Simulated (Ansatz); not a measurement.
The system is Bi.

```xyz
2
Lattice="3.2384 0.0000 0.0000 0.0000 3.2216 0.0000 -0.0805 0.0000 6.4439" Properties=species:S:1:pos:R:3 pbc="T T T"
Bi    1.7022    0.0000    4.8302
Bi    1.4558    0.0000    1.6137
```

This isn't the form of Bi at room conditions, which is rhombohedral.

* Program: Ansatz 0.2.0
* Task: relaxation of cell and atoms
* Functional: PBEsol
* Potentials or basis: all-electron LAPW, scalar-relativistic
* Basis error allowed: 0.001 eV/atom
* k mesh: 8 × 8 × 4
* Occupations: fermi-dirac, width 0.05 eV
* Spin: no spin polarisation

At the start: volume 33.61 Å³/atom.

Problem. Where does the relaxation end?

Solution. Over 9 steps the energy falls by 2.8 meV/atom and the volume is 33.25 Å³/atom (-1.1 %); space group P2/m (No. 10, to 0.05 Å).

Step by step:
```
step  energy change (eV)  largest force (eV/Å)  volume (Å³)
   1              0.0000                0.0128        67.23
   2             -0.0024                0.0131        66.32
   3             -0.0037                0.0086        66.40
   4             -0.0045                0.0017        66.45
   5             -0.0047                0.0088        66.47
   6             -0.0051                0.0080        66.54
   7             -0.0054                0.0028        66.44
   8             -0.0055                0.0028        66.50
   9             -0.0055                0.0027        66.50
```

Final structure:
```
Bi
1.0
     3.21977    0.00000   -0.07182
     0.00000    3.23589    0.00000
    -0.22290    0.00000    6.38794
Bi
2
Direct
  0.55536 0.00000 0.74905
  0.44464 0.00000 0.25095
```
